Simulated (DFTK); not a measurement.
**TiC in DFTK: convergence with cutoff**

Crystal: TiC.

```xyz
2
Lattice="0.0000 2.1364 2.1364 2.1364 0.0000 2.1364 2.1364 2.1364 0.0000" Properties=species:S:1:pos:R:3 pbc="T T T"
Ti    0.0000    0.0000    0.0000
C     2.1364    2.1364    2.1364
```

The cell is a database's computed one.

The cell isn't the ideal one: cell squeezed.

| Property | Result |
| --- | --- |
| Program | DFTK 0.8.2 |
| Task | convergence study |
| Functional | PBEsol |
| Potentials or basis | dojo.nc.sr.pbesol.v0_4_1.standard.upf (PBEsol) |
| Cutoff | 408 eV |
| k mesh | 5 × 5 × 5 |
| Occupations | fermi-dirac, width 0.15 eV |
| Spin | collinear spin, ferromagnetic start |
| Starting moments | [1.0, 0.0] μB |

These are the settings of the first run; the series varies cutoff, with any setting tied to it.

Hardware: 1 thread of Intel(R) Xeon(R) Platinum 8375C CPU @ 2.90GHz (Ice Lake) (shared host).

Task: The values tried are 408.171 eV, 517.016 eV, 625.862 eV, 789.13 eV, 979.61 eV, 1142.88 eV, 1360.57 eV, 1659.89 eV, loosest first. From which on does the energy stay within 1 meV/atom of the tightest run that finished?

Result: From 1142.88 eV on.

```
    cutoff  energy less the tightest run, at zero smearing (meV/atom)  pressure (GPa)  SCF cycles
408.171 eV                                                    5065.02         -198.09          10
517.016 eV                                                    1879.34          -96.41          10
625.862 eV                                                     611.22          -41.23          10
 789.13 eV                                                      94.81           -6.63          10
 979.61 eV                                                       4.76            3.47          10
1142.88 eV                                                       0.42            4.26          10
1360.57 eV                                                       0.15            4.31          10
1659.89 eV                                                       0.00            4.31          10
```

Against the tightest run, the pressure stays within 0.1 GPa from 1142.88 eV on. The tightest run that finished is the yardstick and may itself not be fully converged.

Caveat, for the tightest run too: the k mesh is coarse (spacing up to 0.51 Å⁻¹), so the values aren't converged.
